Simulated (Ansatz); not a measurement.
Wanted: the native input for an Ansatz 0.2.0 run.

```yaml
Task: single point
Functional: PBEsol
Potentials_or_basis: Ansatz PAW
Cutoff: "420 eV (not typed: the program's choice for these potentials)"
k_mesh: 9 × 9 × 4
Occupations: gaussian, width 0.05 eV
Spin: no spin polarisation
```

Crystal: MoS2.

```xyz
3
Lattice="3.2275 0.0000 0.0000 -1.6137 2.7951 0.0000 0.0000 0.0000 6.3125" Properties=species:S:1:pos:R:3 pbc="T T T"
Mo    0.0000    0.0000    3.1562
S     1.6137    0.9317    4.7008
S     0.0000    1.8634    1.6117
```

Measurements of this composition are mostly on another form, of space group No. 194.

The input as run:

input.yaml

```yaml
crystal:
  lattice:
    - [3.2274645616, 0.0, 0.0]
    - [-1.6137322808, 2.7950663001, 0.0]
    - [0.0, 0.0, 6.31247342]
  atoms:
    - { symbol: Mo, position: [0.0, 0.0, 0.5] }
    - { symbol: S, position: [0.6666666667, 0.3333333333, 0.74468068] }
    - { symbol: S, position: [0.3333333333, 0.6666666667, 0.25531932] }
hamiltonian:
  xc: pbesol
  pseudopotentials: { kind: paw }
kpoints:
  mp_grid: { grid: [9, 9, 4] }
scf:
  occupations: { method: gaussian, width: 0.05 }
output:
  forces: true
  stress: true
  eigenvalues: true
```

Potentials or basis: Ansatz PAW.

Command:

```sh
$ ansatz run input.yaml --threads 2 --pin off --max-ram 5632MiB --backend cpu --events-out ev --progress --plain --runs-dir out
```

It gave:

| Quantity | Value |
| --- | --- |
| Pressure | -3.5 GPa |
| Largest force | 0.027 eV/Å |
| Band gap on the k mesh | none (metal or under the smearing width) |

Caveat: this functional lacks dispersion, which binds the layers, so the pressure and a relaxed spacing across them are unreliable; the PAW data sets come from PBE, with cores solved anew for the run's functional, which leaves a small shift of forces and pressure.

It took 4.2 s on 2 threads of Intel(R) Xeon(R) Processor @ 2.50GHz (Skylake/Cascade Lake), on a shared host, peak memory 0.37 GiB.
